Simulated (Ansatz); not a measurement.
Write the native input for Ansatz 0.2.0 that does the following.

| Property | Result |
| --- | --- |
| Task | single point |
| Functional | PBE |
| Potentials or basis | Ansatz PAW |
| Cutoff | 420 eV (not typed: the program's choice for these potentials) |
| k mesh | 12 × 12 × 12 |
| Occupations | gaussian, width 0.012 eV |
| Spin | no spin polarisation |

Crystal: Rh.

```xyz
1
Lattice="0.0000 1.8979 1.8979 1.8979 0.0000 1.8979 1.8979 1.8979 0.0000" Properties=species:S:1:pos:R:3 pbc="T T T"
Rh    0.0000    0.0000    0.0000
```

One way to write it, as run:

input.yaml

```yaml
crystal:
  lattice:
    - [0.0, 1.89785, 1.89785]
    - [1.89785, 0.0, 1.89785]
    - [1.89785, 1.89785, 0.0]
  atoms:
    - { symbol: Rh, position: [0.0, 0.0, 0.0] }
hamiltonian:
  xc: pbe
  pseudopotentials: { kind: paw }
kpoints:
  mp_grid: { grid: [12, 12, 12] }
scf:
  occupations: { method: gaussian, width: 0.012 }
output:
  forces: true
  stress: true
  eigenvalues: true
```

Potentials or basis: Ansatz PAW.

Launch:

```bash
$ ansatz run input.yaml --threads 2 --pin off --max-ram 5632MiB --backend cpu --events-out ev --progress --plain --runs-dir out
```

It gave:

```json
{"Pressure": "7.2 GPa", "Band gap on the k mesh": "none (metal or under the smearing width)"}
```

It took 0.63 s on 2 threads of Arm Neoverse V1, with other jobs on the host, peak memory 0.26 GiB.
